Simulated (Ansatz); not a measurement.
Zone-centre phonons of C at 6 GPa: input and output

Level of theory: Ansatz 0.2.0, DFT PBEsol, scalar-relativistic, plane waves, PAW.

Launched with:
```bash
ansatz run input.yaml --threads 1 --pin off --max-ram 3072MiB --backend cpu --events-out ev --progress --plain --runs-dir out
```

Input (bare energies are in eV):
```yaml
crystal:
  lattice:
    - [1.2244254399, -2.1180947766, 0.0]
    - [1.2244254399, 2.1180947766, 0.0]
    - [0.0, 0.0, 6.1990180355]
  atoms:
    - { symbol: C, position: [0.0832984985, 0.9167015015, 0.75] }
    - { symbol: C, position: [0.5832984985, 0.4167015015, 0.25] }
    - { symbol: C, position: [0.9167015015, 0.0832984985, 0.25] }
    - { symbol: C, position: [0.4167015015, 0.5832984985, 0.75] }
basis:
  ecutwfc: 420
kpoints:
  mp_grid: { grid: [20, 20, 8] }
hamiltonian:
  xc: pbesol
scf:
  occupations: { method: fermi_dirac, width: 0.15 }
output:
  eigenvalues: true
phonons:
  method: dfpt
  eigenvectors: true
```

Results section of the output:
```
--- Phonons (Γ-DFPT): 3 representative perturbations + reference, on 555 of 3200 k-points (Σ response iterations 9) ---
  k mesh reduced under 4 symmetry operations, with k and −k counted as one. Each operation leaves every solved displacement unchanged or reverses it
  ASR residual: 2.681e-5 → 0.000e0 eV/Å²; symmetrization residual: 8.085e-14 eV/Å²
  ASR residual per site (eV/Å²): 2.68e-5 2.68e-5 2.68e-5 2.68e-5
  Γ frequencies (cm⁻¹): -59.09 0.00 0.00 0.00 78.52 192.30 860.17 867.62 1597.12 1600.10 1604.39 1625.35
  non-analytic LO–TO correction: not included (Born effective charges unavailable; polar crystals: no LO–TO splitting at Γ)
```

It took 72 s on 1 thread of Arm Neoverse V1, with other jobs on the host, peak memory 0.94 GiB.

In a metal, frequencies and elastic constants depend on the k mesh and the smearing, soft modes and shear constants most. The crystal is built of layers and no dispersion correction was added, so the binding between them is poorly described, and with it their spacing and whatever depends on it.

Negative frequencies stand for imaginary ones: the cell is unstable against these modes.

This form isn't the element's structure at ambient conditions. The bands overlap by little, and semilocal functionals make gaps too small, so the missing gap can be the functional's error and not a sign of a true metal.